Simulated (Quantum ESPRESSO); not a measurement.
# Ir under changes of volume

One of the cells (14.059 Å³/atom); the others are scaled copies at fixed shape and fractional positions:

```xyz
1
Lattice="0.0000 1.9156 1.9156 1.9156 0.0000 1.9156 1.9156 1.9156 0.0000" Properties=species:S:1:pos:R:3 pbc="T T T"
Ir    0.0000    0.0000    0.0000
```

```yaml
Program: Quantum ESPRESSO 7.5
Functional: r2SCAN
Potentials_or_basis: SG15 PBE 1.2
Cutoff: 925 eV
Density_cutoff: 3701 eV
k_mesh: 9 × 9 × 9
Occupations: fermi-dirac, width 0.05 eV
Spin: no spin polarisation
```

| volume (Å³/atom) | energy over the lowest point (meV/atom) | pressure (GPa) |
| --- | --- | --- |
| 13.215 | 85.90 | 31.6 |
| 13.496 | 40.12 | 20.8 |
| 13.778 | 12.15 | 11.3 |
| 14.059 | 0.00 | 2.8 |
| 14.340 | 1.89 | -4.8 |
| 14.621 | 16.24 | -11.4 |
| 14.902 | ? | ? |

Task: What does the run at 14.902 Å³/atom give?

Result: Energy over the lowest point 41.64 meV/atom; pressure -17.3 GPa.

Worked out: A Birch-Murnaghan fit of order 3 (a polynomial in V^(-2/3)) to the other rows has its minimum at 14.16 Å³/atom with B0 = V·E''(V) = 385 GPa and B' = 5.0. It gives 41.61 meV/atom at 14.902 Å³/atom, against the run's 41.64, and -dE/dV = -17.4 GPa, against -17.3.

Energies are extrapolated to zero smearing.

Caveats: the potentials were made for another functional, which shifts forces and pressure.
